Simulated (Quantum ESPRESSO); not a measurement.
Crystal: As.

```xyz
1
Lattice="2.7037 0.0000 0.0000 0.0000 2.7037 0.0000 0.0000 0.0000 2.7037" Properties=species:S:1:pos:R:3 pbc="T T T"
As    1.3518    1.3518    1.3518
```

This isn't the form of As at room conditions, which is rhombohedral.

- Program: Quantum ESPRESSO 7.5
- Task: phonons and electron-phonon coupling
- Functional: PBEsol
- Potentials or basis: GBRV 1.5 PBEsol
- Cutoff: 612 eV
- Density cutoff: 4898 eV
- k mesh: 12 × 12 × 12
- Occupations: methfessel-paxton, width 0.272 eV
- Spin: no spin polarisation
- Mixing beta: 0.5
- Most SCF iterations: 120
- SCF threshold: 2e-10 Ry
- q mesh: 4 × 4 × 4

The cell and the atoms were relaxed first, to 19.58 Å³/atom (a = 2.695 Å, b = 2.695 Å, c = 2.695 Å, α = 90.00°, β = 90.00°, γ = 90.00°), and the response was taken there.

Is this structure dynamically stable at this level, and how far does the spectrum reach?

No: the interpolated spectrum has imaginary modes, down to 234i cm⁻¹ near R. The highest frequency is 185 cm⁻¹.

Phonon frequencies at the corners of the path (cm⁻¹, interpolated; i marks imaginary ones):
| point | frequencies |
| --- | --- |
| Γ | 0 0 0 |
| X | 64 64 109 |
| M | 73 73 88 |
| R | 234i 234i 234i |

Phonon states per cell in windows of 20 cm⁻¹ (negative: imaginary):
| from (cm⁻¹) | total |
| --- | --- |
| -240 | 0.00 |
| -220 | 0.01 |
| -200 | 0.01 |
| -180 | 0.02 |
| -160 | 0.02 |
| -140 | 0.02 |
| -120 | 0.02 |
| -100 | 0.02 |
| -80 | 0.02 |
| -60 | 0.02 |
| -40 | 0.02 |
| -20 | 0.02 |
| 0 | 0.03 |
| 20 | 0.04 |
| 40 | 0.11 |
| 60 | 0.34 |
| 80 | 0.46 |
| 100 | 0.47 |
| 120 | 0.53 |
| 140 | 0.50 |
| 160 | 0.28 |
| 180 | 0.01 |

Caveat: some modes are imaginary; the interpolated spectrum has imaginary branches, which spoil the λ, ω_log and α²F that the log prints; λ from interpolated matrix elements is rough: modes that symmetry makes equal can differ by tens of percent.
